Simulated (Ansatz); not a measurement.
# Mg: response to strain

Mg is deformed so: zz strain of -3 %. What stress and forces result, by LAPW, PAW and all-electron datasets made for the crystal?

Method: DFT PBE, scalar-relativistic, in Ansatz 0.2.0.

## 1. The structure to begin with

The structure is cubic, space group Fm-3m (No. 225). Conventional cell: a = 4.489 Å, b = 4.489 Å, c = 4.489 Å, α = 90.00°, β = 90.00°, γ = 90.00°. Around Mg (site symmetry m-3m) lie 12 Mg at 3.17 Å.

Structure file:

```
CELL_PARAMETERS angstrom
0.00000 2.24426 2.24426
2.24426 0.00000 2.24426
2.24426 2.24426 0.00000
ATOMIC_POSITIONS crystal
Mg 0.00000 0.00000 0.00000
```

## 2. The deformed structure

Space group Fm-3m before, I4/mmm after.

## 3. All-electron LAPW

input.yaml

```yaml
crystal:
  lattice:
    - [0.0, 2.244256, 2.17692832]
    - [2.244256, 0.0, 2.17692832]
    - [2.244256, 2.244256, 0.0]
  atoms:
    - { symbol: Mg, position: [0.0, 0.0, 0.0] }
kpoints:
  mp_grid: { grid: [16, 16, 16] }
  band_path:
    path:
      - [0.0, 0.0, 0.0]
      - [0.0, 0.5, 0.5]
      - [0.25, 0.75, 0.5]
      - [0.0, 0.5, 0.0]
      - [0.0, 0.0, 0.0]
      - [0.5, 0.5, 0.0]
      - [0.3828515251, 0.6171484749, 0.0]
      - [-0.3828515251, 0.3828515251, 0.0]
      - [0.0, 0.0, 0.0]
    npoints: 5
scf:
  occupations: { method: fermi_dirac, width: 0.03 }
hamiltonian:
  xc: pbe
  pseudopotentials: { kind: all_electron, lapw: { basis_error: 0.001 } }
output:
  forces: true
  stress: true
  eigenvalues: true
```

Started as:

```bash
ansatz run input.yaml --threads 1 --pin off --max-ram 3072MiB --backend cpu --events-out ev --progress --plain --runs-dir out
```

## 4. PAW on the default files

input.yaml

```yaml
crystal:
  lattice:
    - [0.0, 2.244256, 2.17692832]
    - [2.244256, 0.0, 2.17692832]
    - [2.244256, 2.244256, 0.0]
  atoms:
    - { symbol: Mg, position: [0.0, 0.0, 0.0] }
kpoints:
  mp_grid: { grid: [16, 16, 16] }
scf:
  occupations: { method: fermi_dirac, width: 0.03 }
hamiltonian:
  xc: pbe
  pseudopotentials: { kind: paw }
output:
  forces: true
  stress: true
  eigenvalues: true
  efg: { contact_densities: true }
```

## 5. All-electron PAW on datasets made for the crystal

Edit input.yaml of step 4 so:

```diff
@@ -13,3 +13,3 @@
   xc: pbe
-  pseudopotentials: { kind: paw }
+  pseudopotentials: { kind: all_electron, datasets: crystal }
 output:
```

(Steps that only read results are left out.)

**Question.** What will these runs give? Wanted: pressure; largest shear or deviatoric stress.

**Answer**, as computed:

```
                                 quantity                                           value
                                 pressure  LAPW 2.05, PAW 2.07, crystal datasets 2.04 GPa
largest shear or deviatoric stress (LAPW)                                        0.05 GPa
```

What this shows: The largest part of the stress beyond the pressure is 0.05 GPa in size, in the zz component. No run of the undeformed cell stands beside it, so the pressure holds what the given cell had before the change. PAW: stress within 0.02 GPa of LAPW. Crystal datasets: stress within 0.01 GPa of LAPW.
